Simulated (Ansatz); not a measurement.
The system is WC.

```xyz
2
Lattice="1.6403 -2.1180 0.0000 1.6403 2.1180 0.0000 0.0000 0.0000 4.3094" Properties=species:S:1:pos:R:3 pbc="T T T"
W     1.6403    0.0000    2.1547
C     0.0000    0.0000    0.0000
```

The cell was built by a generator and needn't be a form met in nature.

| Quantity | Value |
| --- | --- |
| Program | Ansatz 0.2.0 |
| Task | relaxation of cell and atoms |
| Functional | RPBE |
| Potentials or basis | Ansatz PAW |
| Cutoff | 420 eV (not typed: the program's choice for these potentials) |
| k mesh | 10 × 10 × 6 |
| Occupations | fermi-dirac, width 0.05 eV |
| Spin | no spin polarisation |

At the start: volume 14.97 Å³/atom.

Question: Where does the relaxation end?

Answer: It ends after 21 steps and the volume is 12.07 Å³/atom (-19.4 %); space group Cmmm (No. 65, to 0.05 Å).

Step by step:
| step | energy change (eV) | largest force (eV/Å) | volume (Å³) |
| --- | --- | --- | --- |
| 1 | 0.0000 | 0.0000 | 29.94 |
| 2 | -0.7044 | 0.0000 | 27.73 |
| 3 | -1.4240 | 0.0000 | 25.99 |
| 4 | -2.1386 | 0.0000 | 24.48 |
| 5 | -2.7652 | 0.0000 | 23.28 |
| 6 | -3.2911 | 0.0000 | 22.33 |
| 7 | -3.6390 | 0.0000 | 22.08 |
| 8 | -3.7498 | 0.0000 | 22.92 |
| 9 | -3.7957 | 0.0000 | 23.23 |
| 10 | -3.7983 | 0.0000 | 23.50 |
| 11 | -3.7985 | 0.0000 | 23.48 |
| 12 | -3.7985 | 0.0000 | 23.49 |
| 13 | -3.8205 | 0.0000 | 23.49 |
| 14 | -3.8248 | 0.0000 | 23.71 |
| 15 | -3.8268 | 0.0000 | 23.95 |
| 16 | -3.8270 | 0.0000 | 24.12 |
| 17 | -3.8270 | 0.0000 | 24.10 |
| 18 | -3.8270 | 0.0000 | 24.10 |
| 19 | -3.8281 | 0.0000 | 24.10 |
| 20 | -3.8281 | 0.0000 | 24.13 |
| 21 | -3.8281 | 0.0000 | 24.13 |

Final structure:
```xyz
2
Lattice="1.4717 -2.7092 0.0000 1.4717 2.7092 0.0000 0.0000 0.0000 3.0266" Properties=species:S:1:pos:R:3 pbc="T T T"
W     1.4717    0.0000    1.5133
C     0.0000    0.0000    0.0000
```

Caveat: the volume moved by over 15 % at a fixed basis, so the end points are rough; the plane-wave basis is chosen anew once the cell has moved, so the energies of steps on either side of that aren't comparable; the PAW data sets come from PBE, with cores solved anew for the run's functional, which leaves a small shift of forces and pressure.
